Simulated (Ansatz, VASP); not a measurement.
## Zn2Si2N in VASP and in Ansatz

INCAR

```
SYSTEM = Zn2Si2N
ALGO = Normal
EDIFF = 1E-6
ENCUT = 520
GGA = PE
ISIF = 2
ISMEAR = 0
LASPH = .TRUE.
LCHARG = .TRUE.
LELF = .TRUE.
LREAL = .FALSE.
LVHAR = .TRUE.
LWAVE = .FALSE.
NBANDS = 26
NELM = 60
PREC = Accurate
SIGMA = 0.1
```

Contents of KPOINTS:

```
k-points
0
G
  4 4 6
  0 0 0
```

File POSCAR:

```
Zn2Si2N
1.0
    3.0999773200     -3.2217621300      0.0000000000
    3.0999773200      3.2217621300      0.0000000000
    0.0000000000      0.0000000000      3.3720711300
Zn Si N
2 2 1
Direct
    0.2575284600      0.2575284600      0.0000000000
    0.7424715400      0.7424715400      0.0000000000
    0.7540840100      0.2459159900      0.5000000000
    0.2459159900      0.7540840100      0.5000000000
    0.5000000000      0.5000000000      0.0000000000
```

Input for Ansatz:

```yaml
crystal:
  lattice:
    - [3.09997732, -3.22176213, 0.0]
    - [3.09997732, 3.22176213, 0.0]
    - [0.0, 0.0, 3.37207113]
  atoms:
    - { symbol: Zn, position: [0.25752846, 0.25752846, 0.0] }
    - { symbol: Zn, position: [0.74247154, 0.74247154, 0.0] }
    - { symbol: Si, position: [0.75408401, 0.24591599, 0.5] }
    - { symbol: Si, position: [0.24591599, 0.75408401, 0.5] }
    - { symbol: "N", position: [0.5, 0.5, 0.0] }
basis:
  ecutwfc: 420
kpoints:
  mp_grid: { grid: [4, 4, 6] }
hamiltonian:
  xc: pbe
scf:
  occupations: { method: gaussian, width: 0.1 }
  lower_state_search: "off"
output:
  forces: true
  stress: true
  eigenvalues: true
```

Alike in both runs: task single point; functional PBE; k mesh 4 × 4 × 6; occupations gaussian, width 0.1 eV; no spin polarisation.

```csv
,VASP,Ansatz
version,VASP 6.6.1,Ansatz 0.2.0
potentials or method,"VASP PAW PBE potentials, release 64 (Zn, Si, N)","scalar-relativistic, plane waves, PAW"
plane-wave cutoff (eV),520,420
valence electrons in the cell,37,37
```

Ansatz gave:

```
gap on the k mesh at the Fermi level (eV) : none
rms of the force components (eV/Å)        : 6.133
```

Estimate VASP's values.

gap on the k mesh at the Fermi level (eV): none; rms of the force components (eV/Å): 6.312.

Atom by atom the forces differ by 0.179 eV/Å (rms over components). A gap of «none» marks a metal or a gap that the smearing closes. With one functional, cell and mesh, what is left measures potentials, basis and numerics.

Caveats: forces of over 1 eV/Å show positions far from the minimum, so gaps and moduli don't describe the material at rest.
